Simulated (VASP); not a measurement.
Wanted: the native input for a VASP 6.6.1 run.

| Property | Result |
| --- | --- |
| Task | relaxation of the atoms |
| Functional | PBE |
| Dispersion | D3(BJ) |
| Potentials or basis | VASP PAW PBE potentials, release 64 (Ba_sv, F) |
| Cutoff | 600 eV |
| k mesh | 8 × 8 × 8 |
| Occupations | gaussian, width 0.03 eV |
| Spin | no spin polarisation |
| Further INCAR settings | ALGO = Normal; EDIFF = 1e-07; IBRION = 2; EDIFFG = -0.01; NSW = 40 |

The structure of BaF2 (Frankdicksonite) lies in POSCAR:

```
BaF2                                    
1.0
    0.0000000000      3.0568729144      3.0568729144
    3.0568729144     -0.0000000000      3.0568729144
    3.0568729144      3.0568729144      0.0000000000
  Ba              F             
     1     2
Direct
     1.0000000000000000    0.0000000000000000    1.0000000000000000
     0.2500000000000000    0.2500000000000000    0.2500000000000000
     0.7500000000000000    0.7500000000000000    0.7500000000000000
```

The cell isn't the ideal one: a relaxed cell with its volume scaled by 0.94.

The input as run:

INCAR

```
SYSTEM = BaF2
ALGO = Normal ; EDIFF = 1E-7
EDIFFG = -0.01 ; ENCUT = 600
GGA = PE ; IBRION = 2
ISIF = 2 ; ISMEAR = 0
IVDW = 12 ; LASPH = .True.
LCHARG = .False. ; LREAL = .False.
LWAVE = .False. ; NELM = 80
NSW = 40 ; PREC = Accurate
SIGMA = 0.03
```

KPOINTS

```
k-points
0
Gamma
  8 8 8
  0 0 0
```

Potentials or basis: VASP PAW PBE potentials, release 64 (Ba_sv, F).

The run is started by

```console
$ cat potpaw_PBE.64/Ba_sv/POTCAR potpaw_PBE.64/F/POTCAR > POTCAR
$ mpirun -np 1 vasp_std > vasp.out
```

It gave:

* Pressure after relaxing: 4.1 GPa
* Band gap on the k mesh: 6.94 eV, indirect (least direct gap 7.05 eV)
* Dispersion energy per atom: -0.140 eV

Caveat: the relaxation stopped at its first step, so nothing moved; spin-orbit coupling is left out, which moves the levels of the heavy elements.

It took 35 s on 1 thread of Intel(R) Xeon(R) Platinum 8488C (Sapphire Rapids) (shared host), peak memory 0.22 GiB.
